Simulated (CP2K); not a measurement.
# InAs (F-43m) in CP2K: equation of state

How stiff is InAs in PBE, and what volume does it want? The cell is scaled to several volumes.

Program: CP2K 2026.2. These are calculated values, not measurements. Logs are shortened: lines on timing, memory, paths and dates and some standing lists are left out, and cuts for length are marked.

## 1. The structure

It takes space group F-43m (No. 216, cubic). The conventional cell has a = 6.036 Å, b = 6.036 Å, c = 6.036 Å, α = 90.00°, β = 90.00°, γ = 90.00°. Around In (site symmetry -43m) lie 4 As at 2.61 Å. As (site symmetry -43m) is surrounded by 4 In at 2.61 Å.

## 2. Single point, PBE, 27.49 Å³/atom

Input file inas_eos.inp:

```
&GLOBAL
  PROJECT inas_eos
  RUN_TYPE ENERGY_FORCE
  PRINT_LEVEL LOW
&END GLOBAL
&FORCE_EVAL
  METHOD QS
  STRESS_TENSOR ANALYTICAL
  &DFT
    BASIS_SET_FILE_NAME BASIS_MOLOPT_UZH
    POTENTIAL_FILE_NAME POTENTIAL_UZH
    &MGRID
      CUTOFF 450
      REL_CUTOFF 60
      NGRIDS 4
    &END MGRID
    &QS
      METHOD GPW
      EPS_DEFAULT 1.0E-10
    &END QS
    &KPOINTS
      SCHEME MONKHORST-PACK 8 8 8
      GAMMA_CENTERED T
      SYMMETRY T
      SYMMETRY_BACKEND SPGLIB
    &END KPOINTS
    &SCF
      SCF_GUESS ATOMIC
      EPS_SCF 1.0E-6
      MAX_SCF 100
      ADDED_MOS 10
      CHOLESKY OFF
      EPS_EIGVAL 1.0E-7
      &DIAGONALIZATION ON
        ALGORITHM STANDARD
      &END DIAGONALIZATION
      &MIXING ON
        METHOD BROYDEN_MIXING
        ALPHA 0.4
        BETA 1.5
        NBUFFER 8
      &END MIXING
      &SMEAR ON
        METHOD FERMI_DIRAC
        ELECTRONIC_TEMPERATURE [K] 580.226
      &END SMEAR
    &END SCF
    &XC
      &XC_FUNCTIONAL
        &GGA_X_PBE
        &END GGA_X_PBE
        &GGA_C_PBE
        &END GGA_C_PBE
      &END XC_FUNCTIONAL
    &END XC
    &PRINT
      &KPOINTS ON
      &END KPOINTS
      &MULLIKEN ON
      &END MULLIKEN
      &MO ON
        ENERGIES T
        OCCUPATION_NUMBERS T
        &EACH
          QS_SCF 0
        &END EACH
        ADD_LAST NUMERIC
      &END MO
    &END PRINT
  &END DFT
  &SUBSYS
    &CELL
      ABC 4.2680965312 4.2680965313 4.2680965312
      ALPHA_BETA_GAMMA 60.0000000003 60.0000000000 60.0000000005
      PERIODIC XYZ
    &END CELL
    &COORD
      In  0.0000000000 0.0000000000 0.0000000000
      As  6.4021447968 3.6962800219 2.6136646686
    &END COORD
    &KIND In
      BASIS_SET TZVP-MOLOPT-PBE-GTH-q13
      POTENTIAL GTH-PBE-q13
    &END KIND
    &KIND As
      BASIS_SET TZVP-MOLOPT-PBE-GTH-q5
      POTENTIAL GTH-PBE-q5
    &END KIND
    &PRINT
      &ATOMIC_COORDINATES ON
      &END ATOMIC_COORDINATES
      &CELL ON
      &END CELL
      &SYMMETRY ON
      &END SYMMETRY
    &END PRINT
  &END SUBSYS
  &PRINT
    &FORCES ON
    &END FORCES
    &STRESS_TENSOR ON
    &END STRESS_TENSOR
  &END PRINT
&END FORCE_EVAL
```

Potentials or basis: POTENTIAL_UZH In GTH-PBE-q13, As GTH-PBE-q5; TZVP-MOLOPT-PBE-GTH basis.

Command:

```bash
$ OMP_NUM_THREADS=1 cp2k.psmp -i inas_eos.inp -o inas_eos.out
```

inas_eos.out:

```text

 CP2K| version string:                                       CP2K version 2026.2
 CP2K| Input file name                                              inas_eos.inp

 GLOBAL| Force Environment number                                              1
 GLOBAL| Basis set file name                                    BASIS_MOLOPT_UZH
 GLOBAL| Potential file name                                       POTENTIAL_UZH
 GLOBAL| MM Potential file name                                     MM_POTENTIAL
 GLOBAL| Coordinate file name                                      __STD_INPUT__
 GLOBAL| Method name                                                        CP2K
 GLOBAL| Project name                                                   inas_eos
 GLOBAL| Run type                                                   ENERGY_FORCE
 GLOBAL| FFT library                                                       FFTW3
[... 8 lines left out ...]
 GLOBAL| CPU model name                                                  UNKNOWN

 CELL| Volume [angstrom^3]:                                            54.977844
 CELL| Vector a [angstrom]:       4.268     0.000     0.000   |a| =     4.268097
 CELL| Vector b [angstrom]:       2.134     3.696     0.000   |b| =     4.268097
 CELL| Vector c [angstrom]:       2.134     1.232     3.485   |c| =     4.268097
 CELL| Angle (b,c), alpha [degree]:                                    60.000000
 CELL| Angle (a,c), beta  [degree]:                                    60.000000
 CELL| Angle (a,b), gamma [degree]:                                    60.000000
 CELL| Numerically orthorhombic:                                              NO
 CELL| Periodicity                                                           XYZ

 CELL_REF| Volume [angstrom^3]:                                        54.977844
 CELL_REF| Vector a [angstrom     4.268     0.000     0.000   |a| =     4.268097
 CELL_REF| Vector b [angstrom     2.134     3.696     0.000   |b| =     4.268097
 CELL_REF| Vector c [angstrom     2.134     1.232     3.485   |c| =     4.268097
 CELL_REF| Angle (b,c), alpha [degree]:                                60.000000
 CELL_REF| Angle (a,c), beta  [degree]:                                60.000000
 CELL_REF| Angle (a,b), gamma [degree]:                                60.000000
 CELL_REF| Numerically orthorhombic:                                          NO
 CELL_REF| Periodicity                                                       XYZ
[... 9 lines left out ...]
 TOTAL NUMBERS AND MAXIMUM NUMBERS

  Total number of            - Atomic kinds:                                   2
                             - Atoms:                                          2
                             - Shell sets:                                     2
                             - Shells:                                        17
                             - Primitive Cartesian functions:                 10
                             - Cartesian basis functions:                     58
                             - Spherical basis functions:                     51

  Maximum angular momentum of- Orbital basis functions:                        3
                             - Local part of the GTH pseudopotential:          0
                             - Non-local part of the GTH pseudopotential:      4

 MODULE QUICKSTEP: ATOMIC COORDINATES IN ANGSTROM

   Atom Kind Element         X             Y             Z       Z(eff)     Mass
      1    1 In   49      0.000000      0.000000      0.000000  13.0000 114.8180
      2    2 As   33      6.402145      3.696280      2.613665   5.0000  74.9216

 Crystal Symmetry Information
       International Symbol:                                               F-43m
       Point Group Symbol:                                                  -43m
       Schoenflies Symbol:                                                  Td^2
       Number of Symmetry Operations:                                         24

 SCF PARAMETERS         Density guess:                                    ATOMIC
                        --------------------------------------------------------
                        max_scf:                                             100
[... 7 lines left out ...]
                        --------------------------------------------------------
                        level_shift [a.u.]:                             0.000000
                        added MOs                                        10    0
                        --------------------------------------------------------
                        Mixing method:                            BROYDEN_MIXING
[... 11 lines left out ...]
 *******************************************************************************
 BRILLOUIN| K-point scheme                                        Monkhorst-Pack
 BRILLOUIN| K-Point grid                                             8    8    8
 BRILLOUIN| Gamma-centered k-point mesh                                     ON
 BRILLOUIN| K-point symmetry accuracy                               0.100000E-05
 BRILLOUIN| K-Point point group symmetrization                                ON
 BRILLOUIN| Symmetry backend                                             SPGLIB
 BRILLOUIN| Symmetry reduction method                                    SPGLIB
 BRILLOUIN| Wavefunction type                                            COMPLEX
 BRILLOUIN| List of Kpoints [2 Pi/Bohr]                                       29
 BRILLOUIN| Number           Weight            X              Y              Z
 BRILLOUIN|     1           0.01562       -0.37500       -0.37500       -0.37500
 BRILLOUIN|     2           0.04688       -0.37500       -0.37500       -0.25000
 BRILLOUIN|     3           0.04688       -0.37500       -0.37500       -0.12500
 BRILLOUIN|     4           0.01172       -0.37500       -0.37500        0.00000
 BRILLOUIN|     5           0.04688       -0.37500       -0.37500        0.12500
 BRILLOUIN|     6           0.02344       -0.37500       -0.37500        0.25000
[... 21 lines left out ...]
 BRILLOUIN|    28           0.00781        0.00000        0.00000        0.50000
 BRILLOUIN|    29           0.00586        0.00000        0.50000        0.50000
 *******************************************************************************

 Extrapolation method: initial_guess

 Number of electrons:                                                         18
 Number of occupied orbitals:                                                  9
 Number of molecular orbitals:                                                19

 Number of orbital functions:                                                 51
 Number of independent orbital functions:                                     51

 SCF WAVEFUNCTION OPTIMIZATION

  Step     Update method      Time    Convergence         Total energy    Change
  ------------------------------------------------------------------------------
     1 NoMix/Diag. 0.40E+00    3.2     1.09821380       -62.7368480396 -6.27E+01
     2 Broy./Diag. 0.40E+00    3.4     0.04297011       -62.6869253791  4.99E-02
     3 Broy./Diag. 0.40E+00    3.4     0.11238471       -62.6366405719  5.03E-02
     4 Broy./Diag. 0.40E+00    3.4     0.01048741       -62.6213984348  1.52E-02
     5 Broy./Diag. 0.40E+00    3.4     0.00755422       -62.6367410214 -1.53E-02
     6 Broy./Diag. 0.40E+00    3.4     0.00421672       -62.6386076081 -1.87E-03
     7 Broy./Diag. 0.40E+00    3.4     0.00081177       -62.6423902247 -3.78E-03
     8 Broy./Diag. 0.40E+00    3.4     0.00112693       -62.6459314223 -3.54E-03
     9 Broy./Diag. 0.40E+00    3.4     0.00008214       -62.6476633336 -1.73E-03
    10 Broy./Diag. 0.40E+00    3.4     0.00001418       -62.6475694759  9.39E-05
    11 Broy./Diag. 0.40E+00    3.4     0.00006058       -62.6474933628  7.61E-05
    12 Broy./Diag. 0.40E+00    3.4     0.00001367       -62.6474758712  1.75E-05
    13 Broy./Diag. 0.40E+00    3.4     0.00001471       -62.6474465782  2.93E-05
    14 Broy./Diag. 0.40E+00    3.4     0.00000328       -62.6474360679  1.05E-05
    15 Broy./Diag. 0.40E+00    3.4     0.00000151       -62.6474365352 -4.67E-07
    16 Broy./Diag. 0.40E+00    3.4     0.00000025       -62.6474361486  3.87E-07

  *** SCF run converged in    16 steps ***

  Electronic density on regular grids:        -17.9999999976        0.0000000024
  Core density on regular grids:               17.9999999975       -0.0000000025
  Total charge density on r-space grids:       -0.0000000001
  Total charge density g-space grids:          -0.0000000001

  Overlap energy of the core charge distribution:               0.00000000155519
  Self energy of the core charge distribution:               -103.50942136637683
  Core Hamiltonian energy:                                     31.25626865280919
  Hartree energy:                                              18.65923133861713
  Exchange-correlation energy:                                 -9.05349496646526
  Electronic entropic energy:                                  -0.00001980874767
  Fermi energy:                                                 0.16772816469698

  Total energy:                                               -62.64743614860988
  Total energy (extrapolated to T->0):                        -62.64742624423605

 MO| EIGENVALUES AND OCCUPATION NUMBERS FOR K POINT 1
 MO|
 MO|  Index      Eigenvalue [a.u.]        Eigenvalue [eV]             Occupation
 MO|      1              -0.371092             -10.097938               2.000000
 MO|      2              -0.366246              -9.966071               2.000000
 MO|      3              -0.366246              -9.966070               2.000000
 MO|      4              -0.362293              -9.858495               2.000000
 MO|      5              -0.362293              -9.858494               2.000000
 MO|      6              -0.228901              -6.228722               2.000000
[... 11 lines left out ...]
 MO|     18               0.718025              19.538465               0.000000
 MO|     19               0.718027              19.538521               0.000000
 MO| Sum:                                                              18.000000
 MO| E(Fermi):            0.167728 a.u.          4.564115 eV
[... 308 lines left out ...]
 MO|
 MO|  Index      Eigenvalue [a.u.]        Eigenvalue [eV]             Occupation
 MO|      1              -0.371927             -10.120660               2.000000
 MO|      2              -0.365829              -9.954706               2.000000
 MO|      3              -0.365446              -9.944303               2.000000
 MO|      4              -0.362838              -9.873316               2.000000
 MO|      5              -0.362123              -9.853871               2.000000
 MO|      6              -0.217659              -5.922796               2.000000
[... 11 lines left out ...]
 MO|     18               0.720642              19.609658               0.000000
 MO|     19               0.749348              20.390797               0.000000
 MO| Sum:                                                              18.000000
 MO| E(Fermi):            0.167728 a.u.          4.564115 eV

 [... the levels of further k-points ...]

 !-----------------------------------------------------------------------------!
                     Mulliken Population Analysis

 #  Atom  Element  Kind  Atomic population                           Net charge
       1     In       1         12.843196                              0.156804
       2     As       2          5.156804                             -0.156804
 # Total charge                             18.000000                  0.000000

 !-----------------------------------------------------------------------------!

 ENERGY| Total FORCE_EVAL ( QS ) energy [hartree]            -62.647435836731376

 FORCES| Atomic forces [hartree/bohr]
 FORCES|   Atom     x               y               z               |f|
 FORCES|      1  1.78151288E-09  1.81559055E-08  2.97782105E-08   3.49220920E-08
 FORCES|      2  2.21776318E-09 -1.58466604E-08 -2.81424904E-08   3.23733669E-08
 FORCES| Sum     3.99927606E-09  2.30924514E-09  1.63572013E-09
 FORCES| Total atomic force                                       4.89922468E-09

 STRESS| Analytical stress tensor [bar]
 STRESS|                        x                   y                   z
 STRESS|      x        4.84100766727E+04  -2.08562516585E-01  -1.40673987369E-01
 STRESS|      y       -2.08562516585E-01   4.84103952362E+04  -4.72915770759E-02
 STRESS|      z       -1.40673987369E-01  -4.72915770759E-02   4.84105387052E+04
 STRESS| 1/3 Trace                                             4.84103368714E+04
 STRESS| Determinant                                           1.13452563734E+14

 STRESS| Eigenvectors and eigenvalues of the analytical stress tensor [bar]
 STRESS|                        1                   2                   3
 STRESS| Eigenvalues   4.84099375098E+04   4.84104937725E+04   4.84105793318E+04
 STRESS|      x           0.874362476473     -0.374191325706     -0.308983998782
 STRESS|      y           0.422978103246      0.899765395689      0.107292855750
 STRESS|      z           0.237865053994     -0.224506312799      0.944995836817
```

It took 64 s on 1 thread of Arm Neoverse V1, shared host; peak memory 0.35 GiB.

What came out:

| Property | Result |
| --- | --- |
| Free energy | -1704.7234 eV |
| Pressure | 4.8 GPa |
| Band gap on the k mesh | none (metal or under the smearing width) |
| Mulliken charges | In +0.16; As -0.16 e |

Caveat: Mulliken charges move with the basis; the basis of atomic orbitals isn't converged, which shifts pressures, moduli and gaps.

## 3. Single point, PBE, 26.94 Å³/atom (volume scaled by 0.98)

inas_eos.inp: that of step 2 with these lines changed.

```diff
@@ -11,2 +11,3 @@
     POTENTIAL_FILE_NAME POTENTIAL_UZH
+    WFN_RESTART_FILE_NAME previous-RESTART.kp
     &MGRID
@@ -27,3 +28,3 @@
     &SCF
-      SCF_GUESS ATOMIC
+      SCF_GUESS RESTART
       EPS_SCF 1.0E-6
@@ -72,4 +73,4 @@
     &CELL
-      ABC 4.2680965312 4.2680965313 4.2680965312
-      ALPHA_BETA_GAMMA 60.0000000003 60.0000000000 60.0000000005
+      ABC 4.2394507249 4.2394507250 4.2394507249
+      ALPHA_BETA_GAMMA 60.0000000002 59.9999999994 60.0000000004
       PERIODIC XYZ
@@ -78,3 +79,3 @@
       In  0.0000000000 0.0000000000 0.0000000000
-      As  6.4021447968 3.6962800219 2.6136646686
+      As  6.3591760874 3.6714720259 2.5961227664
     &END COORD
```

Potentials or basis: POTENTIAL_UZH In GTH-PBE-q13, As GTH-PBE-q5; TZVP-MOLOPT-PBE-GTH basis.

Command:

```bash
$ OMP_NUM_THREADS=1 cp2k.psmp -i inas_eos.inp -o inas_eos.out
```

It took 44 s on 1 thread of Arm Neoverse V1, shared host; peak memory 0.35 GiB.

The run converged. Its results:

* Free energy: -1704.6852 eV
* Pressure: 6.3 GPa
* Band gap on the k mesh: none (metal or under the smearing width)
* Mulliken charges: In +0.14; As -0.14 e

Caveat: Mulliken charges move with the basis; the basis of atomic orbitals isn't converged, which shifts pressures, moduli and gaps.

## 4. Single point, PBE, 28.04 Å³/atom (volume scaled by 1.02)

inas_eos.inp: that of step 3 with these lines changed.

```diff
@@ -73,4 +73,4 @@
     &CELL
-      ABC 4.2394507249 4.2394507250 4.2394507249
-      ALPHA_BETA_GAMMA 60.0000000002 59.9999999994 60.0000000004
+      ABC 4.2963628949 4.2963628950 4.2963628949
+      ALPHA_BETA_GAMMA 60.0000000002 59.9999999992 59.9999999997
       PERIODIC XYZ
@@ -79,3 +79,3 @@
       In  0.0000000000 0.0000000000 0.0000000000
-      As  6.3591760874 3.6714720259 2.5961227664
+      As  6.4445443424 3.7207594108 2.6309742106
     &END COORD
```

Command:

```bash
$ OMP_NUM_THREADS=1 cp2k.psmp -i inas_eos.inp -o inas_eos.out
```

Run time: 43 s. Hardware: 1 thread of Arm Neoverse V1, shared host; peak memory 0.35 GiB.

It converged, with:

| Item | Value |
| --- | --- |
| Free energy | -1704.7520 eV |
| Pressure | 3.5 GPa |
| Band gap on the k mesh | none (metal or under the smearing width) |
| Mulliken charges | In +0.17; As -0.17 e |

Caveat: Mulliken charges move with the basis; the basis of atomic orbitals isn't converged, which shifts pressures, moduli and gaps.

(Continued in part 2 of 2.)
